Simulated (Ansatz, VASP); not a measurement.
# Na4F: VASP beside Ansatz

```
Na F
1.0
    -3.17474    3.17474    3.17474
     3.17474   -3.17474    3.17474
     3.17474    3.17474   -3.17474
Na F
4 1
Cartesian
  1.5874 1.5874 1.5874
  1.5874 1.5874 -1.5874
  1.5874 -1.5874 1.5874
  -1.5874 1.5874 1.5874
  0.0000 0.0000 0.0000
```

The cell was built by a generator and needn't be a form met in nature.

Alike in both runs: task single point; functional PBE; k mesh 8 × 8 × 8; occupations gaussian, width 0.1 eV; no spin polarisation.

```csv
,VASP,Ansatz
version,VASP 6.6.1,Ansatz 0.2.0
potentials or method,"VASP PAW PBE potentials, release 64 (Na_pv, F)","scalar-relativistic, plane waves, PAW"
plane-wave cutoff (eV),520,420
valence electrons in the cell,35,43
```

VASP gave:

```
gap on the k mesh at the Fermi level (eV) : none
pressure (GPa)                            : -0.1
```

Problem. Estimate Ansatz's values.

Solution. gap on the k mesh at the Fermi level (eV): none; pressure (GPa): 0.0.

A gap of «none» marks a metal or a gap that the smearing closes. With one functional, cell and mesh, what is left measures potentials, basis and numerics. The two sets of potentials don't hold the same shells in valence.

Caveats: an odd number of electrons without spin polarisation forces a metal; a magnetic or distorted state may lie lower.
